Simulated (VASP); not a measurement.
CdO (Monteponite):

```xyz
2
Lattice="0.0000 2.3495 2.3495 2.3495 0.0000 2.3495 2.3495 2.3495 0.0000" Properties=species:S:1:pos:R:3 pbc="T T T"
Cd    0.0000    0.0000    0.0000
O     2.3495    2.3495    2.3495
```

```yaml
Program: VASP 6.6.1
Task: relaxation of cell and atoms
Functional: BLYP
Dispersion: D3(BJ)
Potentials_or_basis: VASP PAW PBE potentials, release 64 (Cd, O)
Cutoff: 600 eV
k_mesh: 10 × 10 × 10
Occupations: fermi-dirac, width 0.05 eV
Spin: no spin polarisation
```

At the start: pressure 5.6 GPa; volume 12.97 Å³/atom.

Q: How do energy, volume and symmetry change on relaxing?

A: Over 3 steps the energy falls by 8.5 meV/atom and the volume is 13.48 Å³/atom (+3.9 %); space group Fm-3m (No. 225, to 0.05 Å).

The path:
| step | energy change (eV) | largest force (eV/Å) | pressure (GPa) | volume (Å³) |
| --- | --- | --- | --- | --- |
| 1 | 0.0000 | 0.0000 | 5.56 | 25.94 |
| 2 | -0.0097 | 0.0000 | -3.23 | 27.67 |
| 3 | -0.0170 | 0.0000 | -0.02 | 26.96 |

Final structure:
```yaml
crystal:
  lattice:
    - [0.00000, 2.37987, 2.37987]
    - [2.37987, 0.00000, 2.37987]
    - [2.37987, 2.37987, 0.00000]
  atoms:
    - { symbol: Cd, position: [0.00000, 0.00000, 0.00000] }
    - { symbol: O, position: [0.50000, 0.50000, 0.50000] }
```

Caveat: the PAW data sets were made with another functional, which shifts forces and pressure a little; pairwise dispersion overbinds metals, which lowers pressure and volume.
